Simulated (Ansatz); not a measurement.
LiBr (started from an entry of an open crystallographic database), relaxed with r2SCAN, was run in the plane-wave code Ansatz under altered settings. All numbers are computed, without spin polarisation but where a row says otherwise.

```
Li Br
1.0
     0.00000    2.73955    2.73955
     2.73955    0.00000    2.73955
     2.73955    2.73955    0.00000
Li Br
1 1
Direct
  0.00000 0.00000 0.00000
  0.50000 0.50000 0.50000
```

The base run's other keys:
```yaml
kpoints:
  mp_grid: { grid: [4, 4, 4] }
hamiltonian:
  xc: hse06
scf:
  occupations: { method: fixed }
  n_extra_bands: 4
```

It takes 11 iterations with 821 plane waves at 420 eV and 8 k points, and leaves a mean stress of +0.06 GPa. The gap over this mesh is 6.218 eV. It ran on 4 threads of Intel(R) Xeon(R) Platinum 8259CL CPU @ 2.50GHz (Skylake/Cascade Lake) (shared host).

Outcomes, with energy and stress as changes against the base:
```csv
setting,outcome,ΔF (meV/atom),Δ mean stress (GPa),gap on the mesh (eV),iterations,wall time
scf.exx.max_outer_iter: 1,refused,–,–,–,–,0.7 s
"PBE hybrid, exx coeff 0.35, omega 0.5 1/Å",converged,–,0.0,5.915,10,3.7 s
scf.exx.max_outer_iter: 2,converged,0.0,0.0,6.218,13,4.4 s
"PBE hybrid, exx coeff 0.75, unscreened",converged,–,-1.3,10.935,16,5.6 s
scf.eigensolver.kind: dense,converged,0.0,0.0,6.218,10,13 s
basis.ecutrho_ratio: 1,"converged, warned",+8.6,+0.5,6.246,10,3.7 s
```
A dash marks a value that wasn't obtained or can't be compared. Stress is positive in compression. The base took 5 s.

- scf.exx.max_outer_iter: 1. It is rejected at once. Error: invalid value for `scf.exx.max_outer_iter`: an exchange loop that starts behind the semilocal warm-up accepts no state before cycle 2, and this deck runs one: type 2 or more, or drop the key
- PBE hybrid, exx coeff 0.35, omega 0.5 1/Å. That is 35 % exact exchange, screened with ω = 0.5 1/Å, against HSE06's 25 % screened at 0.208 1/Å. The mean stress moves by 0.0 GPa and the gap on the mesh by -0.302 eV (to 5.915). Totals of different functionals aren't comparable.
- PBE hybrid, exx coeff 0.75, unscreened. That is 75 % exact exchange, at all ranges, against HSE06's 25 % screened at 0.208 1/Å. The mean stress moves by -1.3 GPa and the gap on the mesh by +4.717 eV (to 10.935). Totals of different functionals aren't comparable.
- basis.ecutrho_ratio: 1. The free energy moves by +8.6 meV an atom, the mean stress by +0.5 GPa and the gap on the mesh by +0.028 eV (to 6.246). A density grid this coarse aliases the density, so the change is an error. Warned: cutoff below recommended.

Within 1 meV an atom, 0.1 GPa and 0.005 eV of the base stay: scf.exx.max_outer_iter: 2; scf.eigensolver.kind: dense.

The runs are scalar-relativistic, without spin-orbit coupling.

The stress of a hybrid is loosely converged in these runs.

The meshes of the hybrids are coarse, so their gaps aren't converged to the digits shown.
